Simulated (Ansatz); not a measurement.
The system is TaN.

```
Ta N
1.0
     0.00000    2.21132    2.21132
     2.21132    0.00000    2.21132
     2.21132    2.21132    0.00000
Ta N
1 1
Cartesian
  2.2113 2.2113 2.2113
  0.0000 0.0000 0.0000
```

The cell comes from a database or a generator and needn't be the stable form of this composition.

```yaml
Program: Ansatz 0.2.0
Task: relaxation of cell and atoms
Functional: PBEsol
Potentials_or_basis: all-electron LAPW, scalar-relativistic
Basis_error_allowed: 0.001 eV/atom
k_mesh: 10 × 10 × 10
Occupations: fermi-dirac, width 0.05 eV
Spin: no spin polarisation
```

At the start: volume 10.81 Å³/atom.

Where does the relaxation end?

Over 5 steps the energy falls by 11.8 meV/atom and the volume is 10.47 Å³/atom (-3.2 %); space group Fm-3m (No. 225, to 0.05 Å).

Step by step:
| step | energy change (eV) | largest force (eV/Å) | volume (Å³) |
| --- | --- | --- | --- |
| 1 | 0.0000 | 0.0000 | 21.63 |
| 2 | -0.0187 | 0.0000 | 20.64 |
| 3 | -0.0235 | 0.0000 | 20.96 |
| 4 | -0.0236 | 0.0000 | 20.94 |
| 5 | -0.0236 | 0.0000 | 20.94 |

Final structure:
```
Ta N
1.0
     0.00000    2.18764    2.18764
     2.18764    0.00000    2.18764
     2.18764    2.18764    0.00000
Ta N
1 1
Direct
  0.50000 0.50000 0.50000
  0.00000 0.00000 0.00000
```
